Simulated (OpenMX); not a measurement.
The system is HgSe.

```
CELL_PARAMETERS angstrom
0.00000 3.03900 3.03900
3.03900 0.00000 3.03900
3.03900 3.03900 0.00000
ATOMIC_POSITIONS crystal
Hg 0.00000 0.00000 0.00000
Se 0.75000 0.75000 0.75000
```

Base run:

* Program: OpenMX 3.8.5
* Functional: PBE
* Potentials or basis: OpenMX 2013 PBE set, Hg8.0-s3p2d2f1, Se7.0-s3p2d2, grid cutoff 500 Ry
* k mesh: 9 × 9 × 9
* Occupations: fermi-dirac, width 0.05 eV
* Spin: no spin polarisation

Its results: pressure 6.0 GPa.

Problem. The run is repeated on the same cell with these changes: functional from PBE to LDA; potentials or basis from OpenMX 2013 PBE set, Hg8.0-s3p2d2f1, Se7.0-s3p2d2, grid cutoff 500 Ry to OpenMX 2013 LDA set, Hg8.0-s3p2d2f1, Se7.0-s3p2d2, grid cutoff 500 Ry. What comes out?

Solution. Pressure 0.7 GPa.

Caveats: the basis of atomic orbitals isn't converged, which shifts pressures, moduli and gaps.
